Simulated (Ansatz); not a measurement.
One crystal and one scan (frozen-phonon scan) at two levels, PBE (plane waves to 420 eV, PAW, scalar-relativistic; Ansatz, a first-principles code) and r2SCAN (plane waves to 500 eV, PAW, scalar-relativistic; Ansatz), each from its own relaxed cell and on its own mesh. The cell shown is that of PBE.

Starting cell, ZrO$_{2}$ (fluorite):

```
CELL_PARAMETERS angstrom
      0.00000     2.55794     2.55794
      2.55794     0.00000     2.55794
      2.55794     2.55794     0.00000
ATOMIC_POSITIONS crystal
  Zr 0.00000 0.00000 0.00000
  O  0.25000 0.25000 0.25000
  O  0.75000 0.75000 0.75000
```

The atoms are displaced by Q × the pattern below (from a DFPT mode at Γ, largest move 1; Q in Å), at fixed cell. It is one choice among 3 degenerate patterns.

```csv
atom,x,y,z
Zr1,0.000,0.000,-0.351
O2,0.000,0.000,1.000
O3,0.000,0.000,1.000
```

The PAW data are Ansatz's earlier set. This is a high-temperature form of ZrO2. ZrO2 is run without spin polarisation. ZrO2 was relaxed with its symmetry unable to fall. Both scans cover Q from -0.180 to 0.180 Å.

ΔE (meV/cell), each from the undisplaced structure of its own level:

```
Q (Å)     PBE    r2SCAN
------  -----  --------
-0.180  154.4     182.4
-0.150  101.0     120.3
-0.120   61.1      73.4
-0.090   32.7  withheld
-0.060   14.0      17.0
-0.030    3.4       4.2
0.000     0.0       0.0
0.030     3.4       4.2
0.060    14.0      17.0
0.090    32.7  withheld
0.120    61.1      73.4
0.150   101.0     120.3
0.180   154.4     182.4
```

Problem. Estimate the r2SCAN value at -0.090 from the PBE value there and the ratio of the two levels in the two nearest given rows on that side of the minimum.

Solution. At -0.120 and -0.060 the ratio r2SCAN/PBE averages 1.208, which gives 1.208 × 32.7 = 39.5 meV/cell. The calculation gives 39.6 meV/cell, +21.1 % against PBE.

(A displaced cell: forces are minus the slopes of the energy, force constants its curvatures, and phonons follow from these.)
